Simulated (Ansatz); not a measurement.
System: PbSe (rock salt type), 2 atoms in the cell.

Method: Ansatz, PBE with spin–orbit coupling, plane waves, PAW datasets (generated hard set).

Cutoff 700 eV; k-mesh 6×6×6 Γ-centred; Fermi–Dirac smearing of 0.02 eV.

```
CELL_PARAMETERS angstrom
0.00000 3.10500 3.10500
3.10500 0.00000 3.10500
3.10500 3.10500 0.00000
ATOMIC_POSITIONS crystal
Pb 0.00000 0.00000 0.00000
Se 0.50000 0.50000 0.50000
```

Problem. Is the cell under compression or tension, and by how much?

Solution. The pressure is -0.28 GPa, so at these settings the cell is stretched and would shrink.

The stress includes the program's correction for the finite plane-wave basis.

The k-mesh is modest, so these values aren't fully converged in k.
